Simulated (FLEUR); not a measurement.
# TePb (Fm-3m) in FLEUR: notebook, part 2 of 2

FLEUR MaX-R8.1 (later development tree). The steps go on from the part before.

### Step 5. Equation of state, LDA exchange alone (X-alpha), 33.73 Å³/atom

Changes to inp.xml since step 4:

```diff
@@ -24,3 +24,3 @@
       <xi:include xmlns:xi="http://www.w3.org/2001/XInclude" href="sym.xml"> </xi:include>
-      <bulkLattice scale="0.9864848297">
+      <bulkLattice scale="1.0000000000">
          <bravaisMatrix>
```

The run is started by

```bash
> inpgen -f crystal.txt -profile fastHighL
> # inp.xml edited to the form shown
> fleur_MPI
```

Run time: 61 s. Hardware: 1 thread of Arm Neoverse N1, shared host; peak memory 0.09 GiB.

The run converged. Its results:

| Quantity | Value |
| --- | --- |
| Free energy | -753609.8158 eV |
| Valence electrons inside the program's atomic spheres | Pb 17.93; Te 20.10 (radii Pb 2.66, Te 2.66 bohr) |

Caveat: this odd mesh misses L, where the gap lies, so gap, dielectric constants and Born charges aren't listed.

### Step 6. Equation of state, LDA exchange alone (X-alpha), 35.08 Å³/atom (volume scaled by 1.04)

Changes to inp.xml since step 5:

```diff
@@ -24,3 +24,3 @@
       <xi:include xmlns:xi="http://www.w3.org/2001/XInclude" href="sym.xml"> </xi:include>
-      <bulkLattice scale="1.0000000000">
+      <bulkLattice scale="1.0131594038">
          <bravaisMatrix>
```

Potentials or basis: all-electron, FLAPW.

The run is started by

```bash
> inpgen -f crystal.txt -profile fastHighL
> # inp.xml edited to the form shown
> fleur_MPI
```

Wall time 65 s (1 thread of Arm Neoverse N1, shared host); peak memory 0.09 GiB.

It converged, with:

- Free energy: -753609.8237 eV
- Valence electrons inside the program's atomic spheres: Pb 17.90; Te 20.08 (radii Pb 2.66, Te 2.66 bohr)

Caveat: this odd mesh misses L, where the gap lies, so gap, dielectric constants and Born charges aren't listed.

### Step 7. Equation of state, LDA exchange alone (X-alpha), 35.75 Å³/atom (volume scaled by 1.06)

Changes to inp.xml since step 6:

```diff
@@ -24,3 +24,3 @@
       <xi:include xmlns:xi="http://www.w3.org/2001/XInclude" href="sym.xml"> </xi:include>
-      <bulkLattice scale="1.0131594038">
+      <bulkLattice scale="1.0196128224">
          <bravaisMatrix>
```

The run is started by

```bash
> inpgen -f crystal.txt -profile fastHighL
> # inp.xml edited to the form shown
> fleur_MPI
```

Run time: 67 s. Hardware: 1 thread of Arm Neoverse N1, shared host; peak memory 0.09 GiB.

The run converged. Its results:

```
Free energy                                           : -753609.8178 eV
Valence electrons inside the program's atomic spheres : Pb 17.89; Te 20.07 (radii Pb 2.66, Te 2.66 bohr)
```

Caveat: this odd mesh misses L, where the gap lies, so gap, dielectric constants and Born charges aren't listed.

### Step 8. Equation of state, LDA exchange alone (X-alpha)

No new run: the results of the series are fitted here.

What came out:

* Equilibrium volume: 34.78 Å³/atom
* Bulk modulus: 41 GPa
* Pressure derivative of the bulk modulus: 4.5 (rough: it moves with the points fitted)

Energy against volume, from the lowest point:
```
volume (Å³/atom)  energy (meV/atom)
          31.706              40.47
          32.380              23.59
          33.730               3.92
          35.079               0.00
          35.753               2.96
```

Caveat: this odd mesh misses L, where the gap lies, so gap, dielectric constants and Born charges aren't listed.

### Step 9. Against experiment

Step 2. A measured gap of TePb is 0.19 eV (direct; 4.2 K; a printed reference work, monograph); the calculated 0.57 eV misses it by +0.38 eV. Spin-orbit coupling on Pb, Te is left out. The value is that of LDA exchange alone (X-alpha), without temperature or zero-point motion.
